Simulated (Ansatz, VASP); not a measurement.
## Two plane-wave programs on Zn

INCAR

```
SYSTEM = Zn
AGGAC = 1.0
AGGAX = 1.0
ALDAC = 0.0
ALDAX = 1.0
ALGO = Normal
EDIFF = 1E-7
ENCUT = 520
GGA = B5
ISIF = 2
ISMEAR = -1
LASPH = .True.
LCHARG = .False.
LREAL = .False.
LWAVE = .False.
NBANDS = 12
NELM = 100
PREC = Accurate
SIGMA = 0.1
```

The input KPOINTS:

```
k-points
0
Gamma
  15 15 15
  0 0 0
```

POSCAR

```
Zn
1.0
   -1.5639249535      1.5639249535      1.5639249535
    1.5639249535     -1.5639249535      1.5639249535
    1.5639249535      1.5639249535     -1.5639249535
Zn
1
Direct
    0.0000000000      0.0000000000      0.0000000000
```

Input for Ansatz:

```yaml
crystal:
  lattice:
    - [-1.5639249535, 1.5639249535, 1.5639249535]
    - [1.5639249535, -1.5639249535, 1.5639249535]
    - [1.5639249535, 1.5639249535, -1.5639249535]
  atoms:
    - { symbol: Zn, position: [0.0, 0.0, 0.0] }
hamiltonian:
  xc: blyp
  pseudopotentials:
    kind: paw
    azcp:
      Zn: "pseudopotentials/Zn.paw.azcp"
basis:
  ecutwfc: 420
  fft_grid_basis: typed
kpoints:
  mp_grid: { grid: [15, 15, 15], shift: [0, 0, 0] }
magnetization:
  spin_polarized: false
scf:
  occupations: { method: fermi_dirac, width: 0.1 }
  lower_state_search: "off"
output:
  stress: true
```

Alike in both runs: task single point; functional BLYP; k mesh 15 × 15 × 15; occupations fermi-dirac, width 0.1 eV; no spin polarisation.

```csv
,VASP,Ansatz
version,VASP 6.6.1,Ansatz 0.2.0
potentials or method,"VASP PAW PBE potentials, release 64 (Zn)","plane waves (420 eV) with PAW, scalar-relativistic"
plane-wave cutoff (eV),520,420
valence electrons in the cell,12,12
```

```csv
,VASP,Ansatz,Ansatz less VASP
pressure (GPa),6.9,6.6,-0.31
```

Caveats: the PAW data sets were made with another functional, which shifts forces and pressure a little (VASP).
